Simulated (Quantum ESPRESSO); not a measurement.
# InP (F-43m) in Quantum ESPRESSO: a series of runs

The runs below take InP through single point, equation of state, with PBE+D3(BJ).

All numbers are computed with Quantum ESPRESSO 7.5; they aren't measurements. Logs are shortened: lines on timing, memory, paths and dates and some standing lists are left out, and cuts for length are marked.

**What was measured.**

A printed reference work, data compilation reports, for a bulk crystal of InP: bulk modulus 71 GPa.

The runs below are set against these values where they give the same quantity.

### Step 1. The structure

The structure is cubic, space group F-43m (No. 216). The conventional cell has a = 5.861 Å, b = 5.861 Å, c = 5.861 Å, α = 90.00°, β = 90.00°, γ = 90.00°. In (site symmetry -43m) is surrounded by 4 P at 2.54 Å. Around P (site symmetry -43m) lie 4 In at 2.54 Å.

### Step 2. Single point, PBE+D3(BJ), 23.66 Å³/atom

pw.in

```
&CONTROL
  calculation = 'scf'
  prefix = 'pwscf'
  outdir = './tmp'
  pseudo_dir = './pseudo'
  tprnfor = .true.
  tstress = .true.
  disk_io = 'nowf'
/
&SYSTEM
  ibrav = 0
  nat = 2
  ntyp = 2
  ecutwfc = 70
  nbnd = 15
  occupations = 'smearing'
  smearing = 'fd'
  degauss = 0.00367493
  vdw_corr = 'grimme-d3'
  dftd3_version = 4
/
&ELECTRONS
  conv_thr = 4d-10
  electron_maxstep = 120
  mixing_beta = 0.5
/
ATOMIC_SPECIES
In   114.8180 In.upf
P     30.9738 P.upf
CELL_PARAMETERS angstrom
   0.0000000000    2.8706770916    2.8706770916
   2.8706770916    0.0000000000    2.8706770916
   2.8706770916    2.8706770916    0.0000000000
ATOMIC_POSITIONS crystal
In     0.0000000000    0.0000000000    0.0000000000
P      0.7500000000    0.7500000000    0.7500000000
K_POINTS automatic
8 8 8 0 0 0
```

Potentials or basis: PseudoDojo 0.4.1 SR PBE standard.

On the command line:

```bash
$ OMP_NUM_THREADS=1 pw.x -in pw.in > pw.out
```

pw.out:

```text
This program is part of the open-source Quantum ESPRESSO suite
     for quantum simulation of materials; please cite
         "P. Giannozzi et al., J. Phys.:Condens. Matter 21 395502 (2009);
         "P. Giannozzi et al., J. Phys.:Condens. Matter 29 465901 (2017);
         "P. Giannozzi et al., J. Chem. Phys. 152 154105 (2020);
     in publications or presentations arising from this work. More details at

     Message from routine setup:
     using ibrav=0 with symmetry is DISCOURAGED, use correct ibrav instead

     G-vector sticks info
     --------------------
     sticks:   dense  smooth     PW     G-vecs:    dense   smooth      PW
     Sum        1135    1135    337                25125    25125    4015

     Using Slab Decomposition

     bravais-lattice index     =            0
     lattice parameter (alat)  =       7.6718  a.u.
     unit-cell volume          =     319.2858 (a.u.)^3
     number of atoms/cell      =            2
     number of atomic types    =            2
     number of electrons       =        18.00
     number of Kohn-Sham states=           15
     kinetic-energy cutoff     =      70.0000  Ry
     charge density cutoff     =     280.0000  Ry
     scf convergence threshold =      4.0E-10
     mixing beta               =       0.5000
     number of iterations used =            8  plain     mixing
     Exchange-correlation= PBE
                           (   1   4   3   4   0   0   0)

     celldm(1)=   7.671817  celldm(2)=   0.000000  celldm(3)=   0.000000
     celldm(4)=   0.000000  celldm(5)=   0.000000  celldm(6)=   0.000000

     crystal axes: (cart. coord. in units of alat)
               a(1) = (   0.000000   0.707107   0.707107 )
               a(2) = (   0.707107   0.000000   0.707107 )
               a(3) = (   0.707107   0.707107   0.000000 )

     reciprocal axes: (cart. coord. in units 2 pi/alat)
               b(1) = ( -0.707107  0.707107  0.707107 )
               b(2) = (  0.707107 -0.707107  0.707107 )
               b(3) = (  0.707107  0.707107 -0.707107 )

     PseudoPot. # 1 for In read from file:
     In.upf
     Pseudo is Norm-conserving + core correction, Zval = 13.0
     Generated using ONCVPSP code by D. R. Hamann
     Using radial grid of 1964 points,  6 beta functions with:
                l(1) =   0
                l(2) =   0
                l(3) =   1
                l(4) =   1
                l(5) =   2
                l(6) =   2

     PseudoPot. # 2 for P  read from file:
     P.upf
     Pseudo is Norm-conserving + core correction, Zval =  5.0
     Generated using ONCVPSP code by D. R. Hamann
     Using radial grid of 1298 points,  6 beta functions with:
                l(1) =   0
                l(2) =   0
                l(3) =   1
                l(4) =   1
                l(5) =   2
                l(6) =   2

     atomic species   valence    mass     pseudopotential
     In               13.00   114.81800     In( 1.00)
     P                 5.00    30.97380     P ( 1.00)

     24 Sym. Ops. (no inversion) found

   Cartesian axes

     site n.     atom                  positions (alat units)
         1        In     tau(   1) = (   0.0000000   0.0000000   0.0000000  )
         2        P      tau(   2) = (   1.0606602   1.0606602   1.0606602  )

     --------------------------------------------
     DFT-D3 Dispersion Correction (3-body terms):
     --------------------------------------------
       Reference C6 values for interpolation:

         atom   Coordination number   C6
         P          0.000           383.38
         P          0.995           361.25
         P          2.010           351.11
         P          2.986           303.38
         In         0.000          1515.48
         In         0.963          1357.98
         In         1.938           855.83
         In         2.935           621.66

       Values used:

         atom   Coordination number  R0_AB[au]  C6      C8
         In         4.913            4.027    621.66  91928.85
         P          4.168            3.309    303.38  16807.02

         Molecular C6 ( Ry / a.u.^6 ) =      1791.93

     number of k points=    29  Fermi-Dirac smearing, width (Ry)=  0.0037
                       cart. coord. in units 2pi/alat
        k(    1) = (   0.0000000   0.0000000   0.0000000), wk =   0.0039062
        k(    2) = (   0.0883883   0.0883883  -0.0883883), wk =   0.0312500
        k(    3) = (   0.1767767   0.1767767  -0.1767767), wk =   0.0312500
        k(    4) = (   0.2651650   0.2651650  -0.2651650), wk =   0.0312500
        k(    5) = (  -0.3535534  -0.3535534   0.3535534), wk =   0.0156250
        k(    6) = (   0.1767767   0.0000000   0.0000000), wk =   0.0234375
[... 21 lines left out ...]
        k(   28) = (  -0.7071068   0.1767767  -0.0000000), wk =   0.0468750
        k(   29) = (  -0.7071068   0.3535534   0.0000000), wk =   0.0234375

     Dense  grid:    25125 G-vectors     FFT dimensions: (  45,  45,  45)

     Initial potential from superposition of free atoms

     starting charge      17.9960, renormalised to      18.0000
     Starting wfcs are   13 randomized atomic wfcs +    2 random wfcs

     Self-consistent Calculation

     iteration #  1     ecut=    70.00 Ry     beta= 0.50
     Davidson diagonalization with overlap
     ethr =  1.00E-02,  avg # of iterations =  4.9

     Threshold (ethr) on eigenvalues was too large:
     Diagonalizing with lowered threshold

     Davidson diagonalization with overlap
     ethr =  6.15E-04,  avg # of iterations =  1.7

     total energy              =    -146.80315246 Ry
     estimated scf accuracy    <       0.10833685 Ry

     iteration #  2     ecut=    70.00 Ry     beta= 0.50
     Davidson diagonalization with overlap
     ethr =  6.02E-04,  avg # of iterations =  2.2
[... 43 lines left out ...]
     total energy              =    -146.82615853 Ry
     estimated scf accuracy    <          1.7E-09 Ry

     iteration #  9     ecut=    70.00 Ry     beta= 0.50
     Davidson diagonalization with overlap
     ethr =  9.72E-12,  avg # of iterations =  2.5

     End of self-consistent calculation

          k = 0.0000 0.0000 0.0000 (  3143 PWs)   bands (ev):

    -6.4260  -6.4260  -6.4260  -6.2437  -6.2437  -3.9951   7.9657   7.9657
     7.9657   9.0148  12.0498  12.0498  12.0498  16.8505  17.4735

          k = 0.0884 0.0884-0.0884 (  3164 PWs)   bands (ev):

    -6.4503  -6.4169  -6.4169  -6.2436  -6.2436  -3.7988   6.4245   7.7590
     7.7590   9.8730  12.2666  12.3498  12.3498  16.8169  16.8170

          k = 0.1768 0.1768-0.1768 (  3167 PWs)   bands (ev):
[... 6 lines left out ...]
    -6.5544  -6.3834  -6.3834  -6.2321  -6.2321  -2.5031   2.6680   7.0228
     7.0228   9.7095  12.8333  12.8333  14.8260  17.1229  17.5981

          k =-0.3536-0.3536 0.3536 (  3142 PWs)   bands (ev):

    -6.5740  -6.3791  -6.3791  -6.2268  -6.2268  -2.0639   1.8900   6.9016
     6.9016   9.6140  12.7717  12.7717  15.2019  17.7742  18.7595

          k = 0.1768 0.0000 0.0000 (  3163 PWs)   bands (ev):

    -6.4672  -6.4081  -6.4081  -6.2514  -6.2374  -3.7344   6.4664   7.3920
     7.3920  10.4332  11.3882  12.8439  12.8439  15.7863  17.6171

          k = 0.2652 0.0884-0.0884 (  3161 PWs)   bands (ev):

    -6.5108  -6.3916  -6.3877  -6.2569  -6.2312  -3.3036   4.9291   6.9330
     6.9710  10.7794  11.5819  13.4022  13.4807  15.5766  17.5035

          k = 0.3536 0.1768-0.1768 (  3146 PWs)   bands (ev):
[... 11 lines left out ...]
    -6.5700  -6.3751  -6.3705  -6.2356  -6.2321  -2.1497   2.3402   5.9002
     6.8703  10.5046  12.5479  13.1439  15.0386  17.2426  17.8007

          k =-0.0884-0.2652 0.2652 (  3152 PWs)   bands (ev):

    -6.5340  -6.3857  -6.3823  -6.2473  -6.2331  -2.8585   3.7461   6.1018
     7.3021  10.6776  12.7886  12.9391  13.6284  15.9861  17.8766

          k = 0.0000-0.1768 0.1768 (  3160 PWs)   bands (ev):

    -6.4858  -6.4065  -6.3983  -6.2490  -6.2378  -3.4848   5.3803   6.7742
     7.7067  10.5509  12.1793  12.4982  13.2186  15.9354  16.9684

          k = 0.3536 0.0000 0.0000 (  3178 PWs)   bands (ev):

    -6.5516  -6.3638  -6.3638  -6.2735  -6.2222  -3.0087   4.5853   6.4163
     6.4163  10.3904  11.2664  14.5052  14.5052  15.0237  18.0171

          k = 0.4419 0.0884-0.0884 (  3156 PWs)   bands (ev):

    -6.5866  -6.3483  -6.3430  -6.2794  -6.2155  -2.4261   3.4351   5.7660
     6.0869  10.4299  11.4208  14.2879  15.0109  16.7467  18.5137

          k =-0.1768-0.5303 0.5303 (  3168 PWs)   bands (ev):

    -6.5998  -6.3511  -6.3353  -6.2693  -6.2177  -1.7879   2.3929   5.0179
     6.0606  10.5205  12.4935  14.2851  14.7523  17.7721  18.8812

          k =-0.0884-0.4419 0.4419 (  3171 PWs)   bands (ev):

    -6.5907  -6.3608  -6.3412  -6.2521  -6.2318  -1.6737   2.2434   4.6182
     6.3438  10.7575  13.0313  14.3007  14.9879  16.8644  17.3008

          k = 0.0000-0.3536 0.3536 (  3150 PWs)   bands (ev):

    -6.5661  -6.3706  -6.3606  -6.2455  -6.2379  -2.2284   3.0088   4.8839
     6.8400  11.1083  13.1230  13.6871  13.7095  16.0998  18.6707

          k = 0.5303-0.0000 0.0000 (  3162 PWs)   bands (ev):

    -6.6227  -6.3177  -6.3177  -6.2985  -6.2070  -1.9956   2.8439   5.6905
     5.6905   9.7817  10.6112  16.4491  16.4491  16.4932  18.5345

          k =-0.0884-0.6187 0.6187 (  3166 PWs)   bands (ev):

    -6.6336  -6.3183  -6.3079  -6.2945  -6.2068  -1.5002   2.2004   5.0523
     5.6007   9.9825  10.9333  16.0965  16.5571  17.9933  18.9934

          k = 0.0000-0.5303 0.5303 (  3180 PWs)   bands (ev):

    -6.6173  -6.3376  -6.3160  -6.2775  -6.2190  -1.3441   2.0901   4.3528
     5.8446  10.2855  12.4785  15.6476  15.6862  16.6033  17.9794

          k =-0.7071 0.0000 0.0000 (  3138 PWs)   bands (ev):

    -6.6495  -6.3094  -6.2980  -6.2980  -6.2006  -1.3413   1.9348   5.4299
     5.4299   9.6166  10.2155  17.6052  17.9583  17.9583  18.8076

          k = 0.3536 0.1768 0.0000 (  3151 PWs)   bands (ev):

    -6.5499  -6.3742  -6.3664  -6.2633  -6.2252  -2.7944   3.9622   5.7956
     6.7986  11.3529  11.5603  13.2133  14.3014  15.9031  18.3237

          k =-0.2652-0.4419 0.6187 (  3156 PWs)   bands (ev):

    -6.5786  -6.3678  -6.3488  -6.2584  -6.2248  -2.1076   2.7514   5.2011
     6.3762  11.3425  12.1980  13.3270  14.8203  16.7757  19.0932

          k =-0.1768-0.3536 0.5303 (  3152 PWs)   bands (ev):
[... 6 lines left out ...]
    -6.6091  -6.3405  -6.3232  -6.2822  -6.2138  -1.8585   2.6827   5.1487
     5.6627  10.8144  11.3813  14.1581  16.4743  16.8787  19.5773

          k =-0.0884-0.4419 0.6187 (  3160 PWs)   bands (ev):

    -6.6096  -6.3493  -6.3169  -6.2716  -6.2219  -1.4150   2.1801   4.5641
     5.4927  11.1667  12.5123  13.9183  15.6176  17.1303  19.3710

          k = 0.0000-0.3536 0.5303 (  3144 PWs)   bands (ev):

    -6.5968  -6.3603  -6.3255  -6.2610  -6.2297  -1.5602   2.3339   4.4311
     5.8289  11.5263  12.8890  13.3761  15.6530  16.4673  18.1015

          k =-0.7071 0.1768-0.0000 (  3176 PWs)   bands (ev):

    -6.6317  -6.3236  -6.3101  -6.2857  -6.2107  -1.2906   2.0130   5.0669
     5.0681  10.5992  11.1246  15.8502  15.9346  18.4742  19.3390

          k =-0.7071 0.3536 0.0000 (  3156 PWs)   bands (ev):

    -6.6105  -6.3524  -6.3104  -6.2689  -6.2257  -1.2384   2.1021   4.7440
     4.7664  12.2621  12.5966  13.6891  14.1693  18.6383  19.4585

     the Fermi energy is     8.5203 ev

!    total energy              =    -146.82615853 Ry
     estimated scf accuracy    <          2.6E-10 Ry
     smearing contrib. (-TS)   =      -0.00000002 Ry
     internal energy E=F+TS    =    -146.82615851 Ry

     The total energy is F=E-TS. E is the sum of the following terms:
     one-electron contribution =     -46.73532544 Ry
     hartree contribution      =      35.84008134 Ry
     xc contribution           =     -44.29389986 Ry
     ewald contribution        =     -91.59011484 Ry
     DFT-D3 Dispersion         =      -0.04689971 Ry

     convergence has been achieved in   9 iterations

     Forces acting on atoms (cartesian axes, Ry/au):

     atom    1 type  1   force =     0.00000000   -0.00000000   -0.00000000
     atom    2 type  2   force =     0.00000000   -0.00000000   -0.00000000

     Total force =     0.000000     Total SCF correction =     0.000000

     Computing stress (Cartesian axis) and pressure

          total   stress  (Ry/bohr**3)                   (kbar)     P=       64.40
   0.00043776   0.00000000  -0.00000000           64.40        0.00       -0.00
   0.00000000   0.00043776  -0.00000000            0.00       64.40       -0.00
  -0.00000000  -0.00000000   0.00043776           -0.00       -0.00       64.40

=------------------------------------------------------------------------------=
   JOB DONE.
=------------------------------------------------------------------------------=
```

Wall time 24 s (1 thread of Intel Xeon at 2.70GHz, shared host); peak memory 0.09 GiB.

Results:

```
Free energy            : -1997.6717 eV
Pressure               : 6.4 GPa
Band gap on the k mesh : 1.05 eV, direct
```

Caveat: spin-orbit coupling is left out, which moves the levels of the heavy elements.

### Step 3. Single point, PBE+D3(BJ), 24.16 Å³/atom

Changes to pw.in since step 2:

```diff
@@ -30,5 +30,5 @@
 CELL_PARAMETERS angstrom
-   0.0000000000    2.8706770916    2.8706770916
-   2.8706770916    0.0000000000    2.8706770916
-   2.8706770916    2.8706770916    0.0000000000
+   0.0000000000    2.8908937935    2.8908937935
+   2.8908937935    0.0000000000    2.8908937935
+   2.8908937935    2.8908937935    0.0000000000
 ATOMIC_POSITIONS crystal
```

Potentials or basis: PseudoDojo 0.4.1 SR PBE standard.

On the command line:

```bash
$ OMP_NUM_THREADS=1 pw.x -in pw.in > pw.out
```

Run time: 25 s. Hardware: 1 thread of Intel Xeon at 2.70GHz, shared host; peak memory 0.09 GiB.

Results (log left out):

* Free energy: -1997.7062 eV
* Pressure: 4.6 GPa
* Band gap on the k mesh: 0.93 eV, direct

Caveat: spin-orbit coupling is left out, which moves the levels of the heavy elements.

### Step 4. Single point, PBE+D3(BJ), 24.66 Å³/atom

Changes to pw.in since step 3:

```diff
@@ -30,5 +30,5 @@
 CELL_PARAMETERS angstrom
-   0.0000000000    2.8908937935    2.8908937935
-   2.8908937935    0.0000000000    2.8908937935
-   2.8908937935    2.8908937935    0.0000000000
+   0.0000000000    2.9108316221    2.9108316221
+   2.9108316221    0.0000000000    2.9108316221
+   2.9108316221    2.9108316221    0.0000000000
 ATOMIC_POSITIONS crystal
```

On the command line:

```bash
$ OMP_NUM_THREADS=1 pw.x -in pw.in > pw.out
```

Run time: 26 s. Hardware: 1 thread of Intel Xeon at 2.70GHz, shared host; peak memory 0.09 GiB.

The run converged. Its results:

| Property | Result |
| --- | --- |
| Free energy | -1997.7295 eV |
| Pressure | 2.9 GPa |
| Band gap on the k mesh | 0.82 eV, direct |

Caveat: spin-orbit coupling is left out, which moves the levels of the heavy elements.

### Step 5. Single point, PBE+D3(BJ), 25.17 Å³/atom

Changes to pw.in since step 4:

```diff
@@ -30,5 +30,5 @@
 CELL_PARAMETERS angstrom
-   0.0000000000    2.9108316221    2.9108316221
-   2.9108316221    0.0000000000    2.9108316221
-   2.9108316221    2.9108316221    0.0000000000
+   0.0000000000    2.9305000000    2.9305000000
+   2.9305000000    0.0000000000    2.9305000000
+   2.9305000000    2.9305000000    0.0000000000
 ATOMIC_POSITIONS crystal
```

On the command line:

```bash
$ OMP_NUM_THREADS=1 pw.x -in pw.in > pw.out
```

Run time: 27 s. Hardware: 1 thread of Intel Xeon at 2.70GHz, shared host; peak memory 0.09 GiB.

The run converged. Its results:

```
Free energy            : -1997.7428 eV
Pressure               : 1.4 GPa
Band gap on the k mesh : 0.71 eV, direct
```

Caveat: spin-orbit coupling is left out, which moves the levels of the heavy elements.

### Step 6. Single point, PBE+D3(BJ), 25.67 Å³/atom

Changes to pw.in since step 5:

```diff
@@ -30,5 +30,5 @@
 CELL_PARAMETERS angstrom
-   0.0000000000    2.9305000000    2.9305000000
-   2.9305000000    0.0000000000    2.9305000000
-   2.9305000000    2.9305000000    0.0000000000
+   0.0000000000    2.9499078504    2.9499078504
+   2.9499078504    0.0000000000    2.9499078504
+   2.9499078504    2.9499078504    0.0000000000
 ATOMIC_POSITIONS crystal
```

Potentials or basis: PseudoDojo 0.4.1 SR PBE standard.

On the command line:

```bash
$ OMP_NUM_THREADS=1 pw.x -in pw.in > pw.out
```

It took 27 s on 1 thread of Intel Xeon at 2.70GHz, shared host; peak memory 0.09 GiB.

The run converged. Its results:

* Free energy: -1997.7472 eV
* Pressure: 0.0 GPa
* Band gap on the k mesh: 0.60 eV, direct

Caveat: spin-orbit coupling is left out, which moves the levels of the heavy elements.

### Step 7. Single point, PBE+D3(BJ), 26.17 Å³/atom

Changes to pw.in since step 6:

```diff
@@ -30,5 +30,5 @@
 CELL_PARAMETERS angstrom
-   0.0000000000    2.9499078504    2.9499078504
-   2.9499078504    0.0000000000    2.9499078504
-   2.9499078504    2.9499078504    0.0000000000
+   0.0000000000    2.9690636329    2.9690636329
+   2.9690636329    0.0000000000    2.9690636329
+   2.9690636329    2.9690636329    0.0000000000
 ATOMIC_POSITIONS crystal
```

On the command line:

```bash
$ OMP_NUM_THREADS=1 pw.x -in pw.in > pw.out
```

It took 29 s on 1 thread of Intel Xeon at 2.70GHz, shared host; peak memory 0.09 GiB.

It converged, with:

- Free energy: -1997.7435 eV
- Pressure: -1.2 GPa
- Band gap on the k mesh: 0.50 eV, direct

Caveat: spin-orbit coupling is left out, which moves the levels of the heavy elements.

### Step 8. Single point, PBE+D3(BJ), 26.68 Å³/atom

Changes to pw.in since step 7:

```diff
@@ -30,5 +30,5 @@
 CELL_PARAMETERS angstrom
-   0.0000000000    2.9690636329    2.9690636329
-   2.9690636329    0.0000000000    2.9690636329
-   2.9690636329    2.9690636329    0.0000000000
+   0.0000000000    2.9879753761    2.9879753761
+   2.9879753761    0.0000000000    2.9879753761
+   2.9879753761    2.9879753761    0.0000000000
 ATOMIC_POSITIONS crystal
```

On the command line:

```bash
$ OMP_NUM_THREADS=1 pw.x -in pw.in > pw.out
```

Run time: 28 s. Hardware: 1 thread of Intel Xeon at 2.70GHz, shared host; peak memory 0.09 GiB.

The run converged. Its results:

* Free energy: -1997.7328 eV
* Pressure: -2.2 GPa
* Band gap on the k mesh: 0.39 eV, direct

Caveat: spin-orbit coupling is left out, which moves the levels of the heavy elements.

### Step 9. Equation of state, PBE+D3(BJ)

Potentials or basis: PseudoDojo 0.4.1 SR PBE standard.

This step only gathers the single runs of the series.

Results:

| Property | Result |
| --- | --- |
| Equilibrium volume | 25.68 Å³/atom |
| Bulk modulus | 65 GPa |
| Pressure derivative of the bulk modulus | 4.7 |

Energy against volume, from the lowest point:
| volume (Å³/atom) | energy (meV/atom) |
| --- | --- |
| 23.657 | 37.76 |
| 24.160 | 20.51 |
| 24.663 | 8.85 |
| 25.167 | 2.19 |
| 25.670 | 0.00 |
| 26.173 | 1.82 |
| 26.677 | 7.21 |

### Step 10. Against experiment

Step 9. Against the measured bulk modulus of InP, 71 GPa (a printed reference work, data compilation), the calculated 65 GPa is off by -8.8 %. The fit is for a static lattice scaled at fixed shape and fixed fractional positions.
